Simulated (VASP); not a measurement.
# How U changes zigzag Co chain, bond 2.3 A, part 3 of 3

Wanted: how far the results for zigzag Co chain, bond 2.3 A hang on the Hubbard correction.

VASP 6.6.1, plane waves and PAW; the level of theory is named at each step.

So far, largest spin moment in the PAW sphere (μB): step 2 (series over U, start order fm, U 0, LDA) 2.05; step 3 (series over U, start order AFM, U 0, LDA) 1.56; step 4 (series over U, start order fm, U 3, LDA, DFT+U) 2.15; step 5 (series over U, start order AFM, U 3, LDA, DFT+U) 2.01; step 8 (series over U, start order fm, U 4 (run 2), LDA, DFT+U) 2.15.

### 10. Series over U, start order fm, U 5

This step: LDA, DFT+U (Co d 5 eV), spin-polarised from a ferromagnetic start; plane waves and PAW (Co) (VASP 6.6.1).

Input file INCAR:

```
SYSTEM = Co
PREC = Normal
ENCUT = 350
EDIFF = 1E-06
NELM = 150
ISMEAR = 0
SIGMA = 0.1
LREAL = .FALSE.
ALGO = Normal
GGA = CA
NBANDS = 18
ISPIN = 2
MAGMOM = 2 2
LDAU = .TRUE.
LDAUTYPE = 2
LDAUL = 2
LDAUU = 5
LDAUJ = 0
LDAUPRINT = 1
LASPH = .TRUE.
LMAXMIX = 4
LORBIT = 11
LWAVE = .FALSE.
LCHARG = .FALSE.
NCORE = 2
AMIX = 0.2
BMIX = 1E-04
AMIX_MAG = 0.8
BMIX_MAG = 1E-04
NEDOS = 1200
```

Input file POSCAR:

```
Co
1.0
   12.0000000000      0.0000000000      0.0000000000
    0.0000000000     12.0000000000      0.0000000000
    0.0000000000      0.0000000000      2.7600000000
Co
2
Direct
    0.4233333333      0.5000000000      0.0000000000
    0.5766666667      0.5000000000      0.5000000000
```

Input file KPOINTS:

```
Automatic mesh
0
Gamma
1 1 15
0 0 0
```

The projector-augmented-wave data sets are Co (LDA family, release 64).

Command:

```console
> mpirun -np 2 vasp_std
```

Log:

```text
[... set-up lines as in an earlier step ...]
 entering main loop
       N       E                     dE             d eps       ncg     rms          rms(c)
DAV:   1     0.886316368059E+02    0.88632E+02   -0.42154E+03   576   0.481E+02
DAV:   2     0.280841942146E+01   -0.85823E+02   -0.80492E+02   622   0.164E+02
DAV:   3    -0.260973544498E+01   -0.54182E+01   -0.52261E+01   672   0.539E+01
DAV:   4    -0.268624202923E+01   -0.76507E-01   -0.75074E-01   670   0.765E+00
[...]
DAV:   8    -0.263894942644E+01   -0.15063E+00   -0.57589E-01   714   0.596E+00    0.319E+00
DAV:   9    -0.275767015789E+01   -0.11872E+00   -0.12998E-01   796   0.316E+00    0.312E+00
DAV:  10    -0.294369466081E+01   -0.18602E+00   -0.49043E-01   812   0.633E+00    0.226E+00
[... 130 further cycles ...]
DAV: 141    -0.321794482456E+01    0.84811E-02   -0.95245E-03   756   0.714E-01    0.753E-01
DAV: 142    -0.322324771254E+01   -0.53029E-02   -0.10022E-02   764   0.732E-01    0.845E-01
DAV: 143    -0.323067615403E+01   -0.74284E-02   -0.10708E-02   782   0.833E-01    0.970E-01
DAV: 144    -0.323232608863E+01   -0.16499E-02   -0.59504E-04   740   0.177E-01    0.989E-01
[...]
DAV: 148    -0.325706404799E+01   -0.42299E-03   -0.23745E-04   612   0.131E-01    0.143E+00
DAV: 149    -0.325694301502E+01    0.12103E-03   -0.54702E-06   690   0.149E-02    0.143E+00
DAV: 150    -0.325686979855E+01    0.73216E-04   -0.13620E-05   714   0.375E-02
 [... a notice as in an earlier step ...]

   1 F= -.32568698E+01 E0= -.32484852E+01  d E =-.167691E-01  mag=     4.7985
```

It took 70 s on 2 MPI ranks of AMD EPYC 9R45, shared host; peak memory 0.31 GiB.

OUTCAR, selected parts (step 10):

```text
atom =   1  type =  1  l = 2

 onsite density matrix

spin component  1

  0.9579  0.0000  0.0000  0.0000  0.0000
  0.0000  0.9455  0.0000  0.0000  0.0000
  0.0000  0.0000  0.9411  0.0000  0.0014
  0.0000  0.0000  0.0000  0.9444  0.0000
  0.0000  0.0000  0.0014  0.0000  0.9630

spin component  2

  0.1072  0.0000  0.0000  0.0000  0.0000
  0.0000  0.9063  0.0000  0.0000  0.0000
  0.0000  0.0000  0.3187  0.0000  0.1910
  0.0000  0.0000  0.0000  0.9140  0.0000
  0.0000  0.0000  0.1910  0.0000  0.2269

 occupancies and eigenvectors

  o =  0.0763  v =  0.0000  0.0000  0.0000  0.0000  0.0000  0.0000  0.0000 -0.6190 -0.0000  0.7854      0.0000  0.0000  0.0000  0.0000  0.0000  0.0000  0.0000  0.0000  0.0000  0.0000
  o =  0.1072  v =  0.0000  0.0000  0.0000  0.0000  0.0000  1.0000  0.0000  0.0000  0.0000  0.0000      0.0000  0.0000  0.0000  0.0000  0.0000  0.0000  0.0000  0.0000  0.0000  0.0000
  o =  0.4692  v =  0.0000  0.0000  0.0000  0.0000  0.0000  0.0000  0.0000  0.7854 -0.0000  0.6190      0.0000  0.0000  0.0000  0.0000  0.0000  0.0000  0.0000  0.0000  0.0000  0.0000
  o =  0.9063  v =  0.0000  0.0000  0.0000  0.0000  0.0000  0.0000  1.0000  0.0000  0.0000  0.0000      0.0000  0.0000  0.0000  0.0000  0.0000  0.0000  0.0000  0.0000  0.0000  0.0000
  o =  0.9140  v =  0.0000  0.0000  0.0000  0.0000  0.0000  0.0000  0.0000 -0.0000 -1.0000 -0.0000      0.0000  0.0000  0.0000  0.0000  0.0000  0.0000  0.0000  0.0000  0.0000  0.0000
  o =  0.9410  v =  0.0000  0.0000  0.9979  0.0000 -0.0651  0.0000  0.0000  0.0000  0.0000  0.0000      0.0000  0.0000  0.0000  0.0000  0.0000  0.0000  0.0000  0.0000  0.0000  0.0000
  o =  0.9444  v =  0.0000  0.0000 -0.0000  1.0000 -0.0000  0.0000  0.0000  0.0000  0.0000  0.0000      0.0000  0.0000  0.0000  0.0000  0.0000  0.0000  0.0000  0.0000  0.0000  0.0000
  o =  0.9455  v =  0.0000  1.0000  0.0000  0.0000  0.0000  0.0000  0.0000  0.0000  0.0000  0.0000      0.0000  0.0000  0.0000  0.0000  0.0000  0.0000  0.0000  0.0000  0.0000  0.0000
  o =  0.9579  v =  1.0000  0.0000  0.0000  0.0000  0.0000  0.0000  0.0000  0.0000  0.0000  0.0000      0.0000  0.0000  0.0000  0.0000  0.0000  0.0000  0.0000  0.0000  0.0000  0.0000
  o =  0.9631  v =  0.0000  0.0000  0.0651  0.0000  0.9979  0.0000  0.0000  0.0000  0.0000  0.0000      0.0000  0.0000  0.0000  0.0000  0.0000  0.0000  0.0000  0.0000  0.0000  0.0000

atom =   2  type =  1  l = 2

 onsite density matrix

spin component  1

spin component  2

 occupancies and eigenvectors

  o =  0.0763  v =  0.0000  0.0000  0.0000  0.0000  0.0000  0.0000  0.0000 -0.6190 -0.0000  0.7854      0.0000  0.0000  0.0000  0.0000  0.0000  0.0000  0.0000  0.0000  0.0000  0.0000
  o =  0.1072  v =  0.0000  0.0000  0.0000  0.0000  0.0000  1.0000  0.0000  0.0000  0.0000  0.0000      0.0000  0.0000  0.0000  0.0000  0.0000  0.0000  0.0000  0.0000  0.0000  0.0000
[...]
o =  0.9140  v =  0.0000  0.0000  0.0000  0.0000  0.0000  0.0000  0.0000 -0.0000 -1.0000 -0.0000      0.0000  0.0000  0.0000  0.0000  0.0000  0.0000  0.0000  0.0000  0.0000  0.0000
  o =  0.9410  v =  0.0000  0.0000  0.9979 -0.0000 -0.0651  0.0000  0.0000  0.0000  0.0000  0.0000      0.0000  0.0000  0.0000  0.0000  0.0000  0.0000  0.0000  0.0000  0.0000  0.0000
  o =  0.9444  v =  0.0000  0.0000  0.0000  1.0000  0.0000  0.0000  0.0000  0.0000  0.0000  0.0000      0.0000  0.0000  0.0000  0.0000  0.0000  0.0000  0.0000  0.0000  0.0000  0.0000
  o =  0.9455  v =  0.0000  1.0000  0.0000  0.0000  0.0000  0.0000  0.0000  0.0000  0.0000  0.0000      0.0000  0.0000  0.0000  0.0000  0.0000  0.0000  0.0000  0.0000  0.0000  0.0000
  o =  0.9579  v =  1.0000  0.0000  0.0000  0.0000  0.0000  0.0000  0.0000  0.0000  0.0000  0.0000      0.0000  0.0000  0.0000  0.0000  0.0000  0.0000  0.0000  0.0000  0.0000  0.0000
  o =  0.9631  v =  0.0000  0.0000  0.0651 -0.0000  0.9979  0.0000  0.0000  0.0000  0.0000  0.0000      0.0000  0.0000  0.0000  0.0000  0.0000  0.0000  0.0000  0.0000  0.0000  0.0000

 spin component 1
 k-point     1 :       0.0000    0.0000    0.0000
  band No.  band energies     occupation
    ...
      8      -7.0890      1.00000
      9      -7.0410      1.00000
     10      -6.6254      1.00000
     11      -6.4121      1.00000
     12      -4.2441      1.00000
     13      -2.4739      0.00000
     14      -1.4193      0.00000
     15       0.2616      0.00000
     16       0.6491      0.00000
     17       1.3326      0.00000
    ...

 k-point     2 :       0.0000    0.0000    0.0667
  band No.  band energies     occupation
    ...
      8      -7.1072      1.00000
      9      -7.0418      1.00000
     10      -6.6730      1.00000
     11      -6.4419      1.00000
     12      -4.1521      1.00000
     13      -2.3549      0.00000
     14      -1.3001      0.00000
     15       0.3511      0.00000
     16       0.7371      0.00000
     17       1.4239      0.00000
    ...

  Total       10.3027073     11.1657188      8.4936065      0.0000000      0.0000000      0.0000000
  in kB       41.5327197     45.0117288     34.2397941      0.0000000      0.0000000      0.0000000
  external PRESSURE =      40.2614142 kB  Pullay stress =       0.0000000 kB

 POSITION                                       TOTAL-FORCE (eV/Angst)
 -----------------------------------------------------------------------------------
      5.08000      6.00000      0.00000        -0.133336      0.000000      0.000000
      6.92000      6.00000      1.38000         0.133336      0.000000      0.000000
 -----------------------------------------------------------------------------------
    total drift:                                0.000000      0.000000      0.000000

  FREE ENERGIE OF THE ION-ELECTRON SYSTEM (eV)
  ---------------------------------------------------
  free  energy   TOTEN  =        -3.2568697985 eV

  energy  without entropy=       -3.2401006894  energy(sigma->0) =       -3.24848524

 magnetization (x)
# of ion       s       p       d       tot
------------------------------------------
    1        0.033  -0.007   2.202   2.229
    2        0.033  -0.007   2.202   2.229
--------------------------------------------------
tot          0.067  -0.014   4.405   4.457

[... 9 parts as in an earlier step ...]

[... 15 further parts left out ...]
[key lines of the parts left out:]
E-fermi :  -3.3581
```

The electronic loop did not meet EDIFF within NELM cycles, so this run is left out of the comparison.

### 11. Series over U, start order AFM, U 5

This step: LDA, DFT+U (Co d 5 eV), spin-polarised from an antiferromagnetic start; plane waves and PAW (Co) (VASP 6.6.1).

INCAR, as its differences from that of step 10:

```diff
@@ -12,3 +12,3 @@
 ISPIN = 2
-MAGMOM = 2 2
+MAGMOM = 2 -2
 LDAU = .TRUE.
```

POSCAR is that of step 10.

KPOINTS is that of step 10.

Command:

```console
> mpirun -np 2 vasp_std
```

Log:

```text
[... set-up lines as in an earlier step ...]
 entering main loop
       N       E                     dE             d eps       ncg     rms          rms(c)
DAV:   1     0.885716011448E+02    0.88572E+02   -0.43097E+03   576   0.496E+02
DAV:   2     0.355001794308E+01   -0.85022E+02   -0.79982E+02   624   0.164E+02
DAV:   3    -0.155584941560E+01   -0.51059E+01   -0.48848E+01   666   0.524E+01
DAV:   4    -0.162837185534E+01   -0.72522E-01   -0.72000E-01   682   0.740E+00
[...]
DAV:  29    -0.282713061967E+01   -0.25134E-05   -0.18543E-04   856   0.105E-01    0.133E-02
DAV:  30    -0.282713683981E+01   -0.62201E-05   -0.11420E-05   596   0.219E-02    0.671E-03
DAV:  31    -0.282713762502E+01   -0.78521E-06   -0.77745E-06   528   0.175E-02
   1 F= -.28271376E+01 E0= -.28115729E+01  d E =-.311295E-01  mag=    -0.0000
```

The job ended after 15 s (2 MPI ranks; peak memory 0.3 GiB).

OUTCAR, selected parts (step 11):

```text
  Total        0.0335879     -0.2541589     -5.6284472      0.0000000      0.0000000      0.0000000
  in kB        0.1354008     -1.0245766    -22.6896401      0.0000000      0.0000000      0.0000000
  external PRESSURE =      -7.8596053 kB  Pullay stress =       0.0000000 kB

 POSITION                                       TOTAL-FORCE (eV/Angst)
 -----------------------------------------------------------------------------------
      5.08000      6.00000      0.00000        -0.150524      0.000000      0.000000
      6.92000      6.00000      1.38000         0.150524      0.000000      0.000000
 -----------------------------------------------------------------------------------
    total drift:                                0.000000      0.000000      0.000000

  FREE ENERGIE OF THE ION-ELECTRON SYSTEM (eV)
  ---------------------------------------------------
  free  energy   TOTEN  =        -2.8271376250 eV

  energy  without entropy=       -2.7960081506  energy(sigma->0) =       -2.81157289

 magnetization (x)
# of ion       s       p       d       tot
------------------------------------------
    1        0.033   0.021   2.045   2.099
    2       -0.033  -0.021  -2.045  -2.099
--------------------------------------------------
tot          0.000   0.000   0.000   0.000

[... 2 parts as in an earlier step ...]

[... 1 further part left out ...]
[key lines of the parts left out:]
E-fermi :  -3.2163
```

Energy at zero smearing: -2.81157 eV.

### 12. Summary

This step: DFT+U series, LDA; plane waves and PAW (VASP 6.6.1).

No new run; the numbers come from the runs before.

Energies at different U are not comparable. U series, by row:

```tsv
U (eV)	J (eV)	LDAUTYPE	start	energy (eV/atom)	mean moment (μB)	gap on the mesh (eV)
0	0	-	fm	-4.866	2.05	0
0	0	-	afm	-4.468	1.563	0
3	0	2	fm	-2.595	2.15	0
3	0	2	afm	-2.685	2.009	0.0515
4	0	2	afm	-1.857	2.037	0
4	0.5	1	fm	-2.173	2.148	0
4	0.5	1	afm	-2.808	1.9	0
5	0	2	afm	-1.406	2.099	0
```

### 13. Outcome

* U = 0 eV, J = 0 eV, fm start: mean size of the moments 2.05 μB
* U = 0 eV, J = 0 eV, afm start: mean size of the moments 1.56 μB
* U = 3 eV, J = 0 eV, fm start: mean size of the moments 2.15 μB
* U = 3 eV, J = 0 eV, afm start: mean size of the moments 2.01 μB
* U = 4 eV, J = 0 eV, afm start: mean size of the moments 2.04 μB
* U = 4 eV, J = 0.5 eV, fm start: mean size of the moments 2.15 μB
* U = 4 eV, J = 0.5 eV, afm start: mean size of the moments 1.90 μB
* U = 5 eV, J = 0 eV, afm start: mean size of the moments 2.10 μB

What this shows: At U = 0 and 4 eV the two starts end 0.40 to 0.64 eV an atom apart. So large a difference can come from other orbital or spin states as well as from the order, so the rows below need not follow one state over U. For the ferromagnetic start without J, from U = 0 to 3 eV the mean moment goes from 2.05 to 2.15 μB, the cell stays metallic. At U = 3 and 4 eV the other start ends lower in energy than the ferromagnetic one, so this line doesn't follow the lower state. A jump between neighbouring rows can also mean that the runs ended in different spin or orbital states. U acts inside the PAW spheres, so the same number means something else in a code with other projectors.

[Lines on the potential files, build, host, timing and source positions are cut from VASP's logs without a mark.]

[Logs are printed without paths, hosts, clocks, repeated set-up lines and the standing remarks that a program may print on its own settings, such as how far it seeks lower states.]

[Hosts, paths, dates, database ids (printed as entryN), source tags and the programs' standing remarks are cut or masked in the printed files.]

[In band tables of VASP the shares of atoms and orbitals are scaled to a sum of 1 inside the atoms' spheres.]

[Runs that stopped without an error message from VASP are left out.]
